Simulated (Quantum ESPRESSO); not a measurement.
**Pt: phonon dispersion with LDA**

Crystal: Pt.

```
Pt
1.0
     0.00000    1.96090    1.96090
     1.96090    0.00000    1.96090
     1.96090    1.96090    0.00000
Pt
1
Direct
  0.00000 0.00000 0.00000
```

```
Program                     : Quantum ESPRESSO 7.5
Task                        : phonon dispersion
Functional                  : LDA
Potentials or basis         : PseudoDojo 0.4.1 SR LDA standard
Cutoff                      : 1034 eV
Density cutoff              : 4136 eV
k mesh                      : 12 × 12 × 12
Occupations                 : cold, width 0.2 eV
Spin                        : no spin polarisation
Form of the LDA correlation : PW92
Mixing beta                 : 0.5
Most SCF iterations         : 120
SCF threshold               : 2e-10 Ry
q mesh                      : 2 × 2 × 2
```

The relaxed volume is 14.71 Å³/atom. The relaxed cell is a = 2.750 Å, b = 2.750 Å, c = 2.750 Å, α = 60.00°, β = 60.00°, γ = 60.00°, the space group after relaxing (to 0.05 Å) is Fm-3m (No. 225) and the pressure after relaxing is -0.2 GPa. The band gap on the k mesh is none (metal or under the smearing width). The highest phonon frequency is 204 cm⁻¹ and the zero-point energy is 0.025 eV/atom.

Step by step:
```csv
step,energy change (eV),largest force (eV/Å),pressure (GPa),volume (Å³)
1,0.0000,0.0000,-7.56,15.08
2,-0.0063,0.0000,4.49,14.51
3,-0.0090,0.0000,-0.21,14.71
4,-0.0090,0.0000,0.00,14.71
```

Final structure:
```
CELL_PARAMETERS angstrom
0.00000 1.94453 1.94453
1.94453 0.00000 1.94453
1.94453 1.94453 0.00000
ATOMIC_POSITIONS crystal
Pt 0.00000 0.00000 0.00000
```

Levels at points of the mesh, in eV from the Fermi level:
| k point | band 6 | band 7 | band 8 | band 9 | band 10 | band 11 | band 12 | band 13 |
| --- | --- | --- | --- | --- | --- | --- | --- | --- |
| (0.00, 0.00, 0.00) | -4.00 | -4.00 | -4.00 | -1.72 | -1.72 | 14.53 | 19.56 | 19.56 |
| (0.00, 0.00, -0.50) | -4.06 | -4.06 | -0.65 | 0.03 | 0.03 | 5.93 | 14.11 | 19.01 |
| (0.00, -0.50, -0.50) | -6.95 | 0.01 | 0.50 | 0.50 | 1.65 | 9.02 | 11.37 | 11.37 |

Phonon frequencies in cm⁻¹ (negative: imaginary):
```
              q point  frequencies
(0.000, 0.000, 0.000)        0 0 0
(0.318, 0.000, 0.318)  114 114 168
(0.500, 0.150, 0.650)  134 150 188
(0.346, 0.346, 0.692)  118 169 176
(0.144, 0.144, 0.288)    58 86 129
(0.091, 0.091, 0.091)     27 27 57
(0.409, 0.409, 0.409)    92 92 195
(0.589, 0.321, 0.589)  115 153 186
(0.500, 0.275, 0.725)  133 169 172
(0.500, 0.450, 0.550)   99 106 201
(0.431, 0.431, 0.639)  109 137 192
(0.562, 0.125, 0.562)  131 142 195
```

Phonon frequencies at the corners of the path (cm⁻¹, interpolated; i marks imaginary ones):
| point | frequencies |
| --- | --- |
| Γ | 0 0 0 |
| X | 133 133 199 |
| W | 135 171 171 |
| K | 123 161 184 |
| L | 96 96 204 |
| U | 123 161 184 |

Phonon states per cell in windows of 10 cm⁻¹ (negative: imaginary):
| from (cm⁻¹) | total |
| --- | --- |
| 0 | 0.00 |
| 10 | 0.00 |
| 20 | 0.01 |
| 30 | 0.01 |
| 40 | 0.02 |
| 50 | 0.04 |
| 60 | 0.06 |
| 70 | 0.08 |
| 80 | 0.13 |
| 90 | 0.22 |
| 100 | 0.29 |
| 110 | 0.31 |
| 120 | 0.33 |
| 130 | 0.24 |
| 140 | 0.18 |
| 150 | 0.17 |
| 160 | 0.13 |
| 170 | 0.19 |
| 180 | 0.39 |
| 190 | 0.16 |
| 200 | 0.01 |

Harmonic thermodynamics per atom at this volume (zero-point energy 24.9 meV, Debye temperature from the second moment 259 K):
```
 T (K)  free energy (meV)  entropy (k_B)  heat capacity Cv (k_B)
    50               24.3           0.47                    1.09
   100               19.8           1.63                    2.21
   200               -2.5           3.39                    2.76
298.15              -36.2           4.52                    2.89
   500             -129.1           6.04                    2.96
   800             -304.7           7.44                    2.98
```

Run time: 12 min on 1 thread of AMD EPYC 7R43 64-Core Processor (Zen 3), with other jobs on the host, peak memory 0.08 GiB.

Caveat: the q mesh is small, so phonon branches between its points and thermal values are rough. Spin-orbit coupling is left out, which matters for the levels of Pt.
